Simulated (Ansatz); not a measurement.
Crystal: MgSe.

```xyz
2
Lattice="0.0000 2.7255 2.7255 2.7255 0.0000 2.7255 2.7255 2.7255 0.0000" Properties=species:S:1:pos:R:3 pbc="T T T"
Se    2.7255    2.7255    2.7255
Mg    0.0000    0.0000    0.0000
```

A run of Ansatz 0.2.0 on this cell left the log below. Logs are shortened: lines on timing, memory, paths and dates and some standing lists are left out, and cuts for length are marked.

```text
Warning: output.stress: scf.convergence.dr2_threshold = 1e-7 eV (the SCF's general default) is looser than the 2e-10 eV advised for a printed stress (1e-10 eV for each atom of the cell: 2). What an SCF threshold leaves in a stress goes as its square root, and in the free energy as the threshold itself, and one threshold admits the most on a small cell: of the crystals measured, under no hybrid functional and no lock of the moments, on runs that ended without the residual-converged pass, on stresses that held no estimate of that error, the worst erred by over 100 MPa in a component at 1e-7 eV an atom and by under 5 at 1e-10. Set scf.convergence.dr2_threshold to 2e-10 eV or tighter. The threshold is an SCF's pass mark: one that does not reach it within its budget of iterations ends unconverged, or closes short of it on a stop that the run arms, and scf.convergence.dr2_threshold's page says what that costs each kind of run
Warning: output.stress: scf.exx.energy_threshold = 1e-6 eV is looser than the 2e-8 eV advised for a stress under a hybrid functional (1e-8 eV for each atom of the cell: 2). Every SCF of the exchange loop can meet its threshold on dr2 while the loop round them stops early: no threshold on dr2 bounds what that leaves in the stress. Set scf.exx.energy_threshold to 2e-8 eV or tighter. The threshold is the loop's pass mark: a loop that does not reach it within its budget of cycles ends unconverged, and scf.exx.energy_threshold's page has the law
scf.n_extra_bands = 6 over 13 filled bands (N_el = 26.0): the run solves 19 bands
GPUs: using 1 of 1 available (devices: 1).
Engine: ansatz 0.2.0, x86_64-unknown-linux-gnu
Pseudopotentials: kind: paw
Pseudopotential: Se, paw, valence charge 16, recommended cutoff 420 eV (normal), Se.paw.azcp
Pseudopotential: Mg, paw, valence charge 10, recommended cutoff 420 eV (normal), Mg.paw.azcp
Functional definition: HSE06
  parameter a = 0.25
  parameter omega = 0.11/bohr
  exchange = pbe_x - a*pbe_x_sr(omega) + a*exact_x_sr(omega)
  correlation = pbe_c
device memory: the entry about to start is reckoned to put 0.6 GiB on a device that reports 66.2 GiB free (of which the cap on the GPU budget leaves the run 18.0 GiB)
GPU FFT provider: cuFFT
GPU libraries: cuBLAS 13.8.2, cuFFT 12.4.0, cuSOLVER 12.3.4
Crystal: 2 atoms, lattice volume = 40.492 Å³
Basis set: ecut = 420 eV, 749 PW (Γ), exchange–correlation on 54×54×54 points (8 copies of the dense FFT grid, shifted against one another)
Bands: 19, of which v1, the nominal top of the filled ones, is band 13 counted from 1 (12 counted from 0)
Symmetry: 48 space group operations
Space group: Fm-3m (ITA 225), of the structure as read, at distance tolerance 3.4e-5 Å
k-points: 8 of 64
[... 50 lines left out ...]
device memory: the entry about to start is reckoned to put 0.4 GiB on a device that reports 71.4 GiB free (of which the cap on the GPU budget leaves the run 18.0 GiB)
NSCF: frozen V_eff on 42 k-points, pencils in batches of 32, up to order 84
hybrid SCF converged: 2 outer / 9 inner (+2 warm-up), last move |dexx| = 5.34e-7 eV, tail = 2.13e-8 eV
Stability not checked: this state was not tested for a lower state beside it, because the functional holds exact exchange (a hybrid, or Hartree-Fock), whose exchange loop this test does not read (fock_operator; see scf.lower_state_search)
Free energy (F): -7397.306780 eV
Frozen-core exchange: fock
Harris-Foulkes:  -7397.306780 eV  (|F-HF|=1.51e-10)
Internal energy: -7397.306780 eV  (E = F + TS)
E sigma→0 (E₀):  -7397.306780 eV
Fermi energy:    8.540372 eV
--- Per-component energies (eV) ---
  E_band       = -783.683967
  E_kinetic    = 196.769529
  E_local      = -3823.376161  (includes V_loc(G=0)·N_el)
  E_nonlocal   = -502.910522
  E_hartree    = 1687.834527
  E_xc         = -108.886252
  E_vxc        = -110.835848  (∫ρ·V_xc dr)
  E_exx        = -119.938186  (= α·E_x^exact, valence–valence)
  E_paw        = -2109.235368  (= ΣΔE_a)
  E_vpaw       = 320.877439  (= ΣTr[D̂ρ^β])
  E_aug_tail   = -0.000608  (compensation charges beyond the density's cutoff)
  E_ewald      = -2616.457878
  E_core_change = -1.105861  (= ΣΔE_core)
  E_smearing   = -0.000000  (= −TS)
  E_closure    = 0.000001  (closes the sum)
  Σ components = -7397.306780   (vs F -7397.306780, Δ=-9.09e-13)
--- Forces (eV/Å), atoms counted from 1 ---
  atom   1  Se     0.00000000     0.00000000    -0.00000000
  atom   2  Mg     0.00000000    -0.00000000    -0.00000000
  max |Σ_I F_I| component: 3.68e-29 eV/Å
--- Stress (GPa, compression-positive) ---
        0.934668       0.000000      -0.000000
       -0.000000       0.934668      -0.000000
        0.000000       0.000000       0.934668
  P = ⅓ Tr σ = 0.9347 GPa (9.347 kbar)
--- Band table (eV; the first three rows and the last of 8) ---
  k-point 0: bands = ["-73.2156", "-42.5823", "-42.5823", "-42.5767", "-42.5767", "-42.5767", "-38.1116", "-38.1116", "-38.1116", "-6.9413", "7.2028", "7.2028", "7.2028", "10.8324", "15.6254", "15.6254", "15.6254", "18.3662", "18.3662"]
  k-point 1: bands = ["-73.2155", "-42.5824", "-42.5824", "-42.5766", "-42.5766", "-42.5766", "-38.1137", "-38.1116", "-38.1116", "-6.3906", "3.9855", "6.8555", "6.8555", "12.3110", "15.3381", "15.3381", "16.1392", "17.9458", "17.9458"]
  k-point 2: bands = ["-73.2154", "-42.5824", "-42.5824", "-42.5765", "-42.5764", "-42.5764", "-38.1157", "-38.1116", "-38.1116", "-5.6720", "1.8120", "6.5645", "6.5645", "11.9471", "14.3223", "14.3223", "17.1558", "19.9681", "22.4013"]
  k-point 7: bands = ["-73.2153", "-42.5822", "-42.5822", "-42.5765", "-42.5765", "-42.5762", "-38.1144", "-38.1144", "-38.1129", "-5.2693", "3.5932", "3.5932", "4.4980", "12.7368", "15.3194", "15.8175", "15.8175", "21.7761", "21.7761"]
```

Question: What input gives this log?

Answer: Band structure with HSE06, no spin polarisation. The files as run (others can give the same):

input
```
crystal:
  lattice:
    - [0.0, 2.7255, 2.7255]
    - [2.7255, 0.0, 2.7255]
    - [2.7255, 2.7255, 0.0]
  atoms:
    - { symbol: Se, position: [0.5, 0.5, 0.5] }
    - { symbol: Mg, position: [0.0, 0.0, 0.0] }
hamiltonian:
  xc: hse06
  pseudopotentials: { kind: paw }
kpoints:
  mp_grid: { grid: [4, 4, 4] }
  band_path:
    path:
      - [[0.0, 0.0, 0.0], [0.5, 0.0, 0.5], [0.5, 0.25, 0.75], [0.375, 0.375, 0.75], [0.0, 0.0, 0.0], [0.5, 0.5, 0.5], [0.625, 0.25, 0.625], [0.5, 0.25, 0.75], [0.5, 0.5, 0.5], [0.375, 0.375, 0.75]]
      - [[0.625, 0.25, 0.625], [0.5, 0.0, 0.5]]
    npoints: 4
scf:
  occupations: { method: fermi_dirac, width: 0.05 }
  n_extra_bands: 6
output:
  forces: true
  stress: true
  eigenvalues: true
  fatbands: false
  write_density: true
  write_potential: true
  elf: true
  volumetric_format: npy
```

Caveat: the k mesh is coarse (spacing up to 0.50 Å⁻¹), so the values aren't converged, least of all with exact exchange; the PAW data sets come from PBE, with cores solved anew for the run's functional, which leaves a small shift of forces and pressure; the thresholds are loose for stress.
